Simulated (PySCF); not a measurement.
Broadened absorption spectrum of pyridine

Pyridine, C5H5N.
SMILES: `c1ccncc1`

The calculation used TDDFT wB97X-D/def2-SVPD, vertical, gas phase, core orbitals frozen in the response in PySCF 2.14.0, density-fitted response routines. Isolated species at its GFN2-xTB geometry, gas phase.

Broadening: Gaussians 0.4 eV wide at half height, area fixed by f = 4.319×10⁻⁹ ∫ε dν̃. The cross-section is σ = 3.8235×10⁻²¹ ε cm², given in Mb (10⁻¹⁸ cm²). The width is an assumption, not a result. The curve ends short of the highest state used, and states not computed would add to its high-energy end.

```tsv
λ (nm)	σ (Mb)
172.1	22.96
175.2	3.33
178.3	0.63
181.3	1.39
184.4	3.54
187.5	5.75
190.5	6.14
193.6	4.50
196.7	2.35
199.8	1.01
202.8	0.82
205.9	1.87
209.0	4.29
212.0	7.45
215.1	10.16
218.2	10.86
221.3	9.27
224.3	6.55
227.4	3.83
230.5	1.98
233.6	1.07
236.6	0.82
239.7	0.90
242.8	1.05
245.8	1.13
248.9	1.08
252.0	0.90
255.1	0.67
258.1	0.45
261.2	0.27
264.3	0.15
267.4	0.07
270.4	0.03
273.5	0.01
276.6	0.01
279.6	0.00
```

Problem. Locate the maxima and give the states behind the curve.

Solution. 246 nm (5.04 eV), ε about 300, made up of S1 (100%); 218 nm (5.70 eV), ε about 2900, made up of S3 (100%); 190 nm (6.54 eV), ε about 1600, made up of S4 (100%) (ε in L mol⁻¹ cm⁻¹; maxima over ε = 5, shares over 10%). At its high-energy end, 7.20 eV, the curve is still rising (ε about 5700, from S5 and S6). The states used: S1 5.03 eV (f 0.0044); S2 5.34 eV (f 0.0000); S3 5.70 eV (f 0.042); S4 6.54 eV (f 0.024); S5 7.58 eV (f 0.511); S6 7.59 eV (f 0.528); S7 7.80 eV (f 0.0006); S8 7.80 eV (f 0.026).

Problem. On this curve, what absorbance would a 10⁻⁴ mol/L sample give at 248 nm over a 1 cm path?

Solution. 248 nm is 4.999 eV, where ε is about 290 L mol⁻¹ cm⁻¹, so A = ε c l ≈ 0.029 (Beer–Lambert, with the gas-phase spectrum and the assumed width).

Problem. Coming from long wavelengths, where does ε first pass 100 L mol⁻¹ cm⁻¹?

Solution. At about 259 nm (4.78 eV), 0.25 eV below S1.

Problem. What would ε be at 5.70 eV, the highest of these maxima, with half the width (0.2 eV)?

Solution. About 5710 L mol⁻¹ cm⁻¹ against 2860, a factor of about 2.00; a lone state at its own centre would give exactly 2.

The run took 13 s wall on an x86-64 server with one thread, shared host.
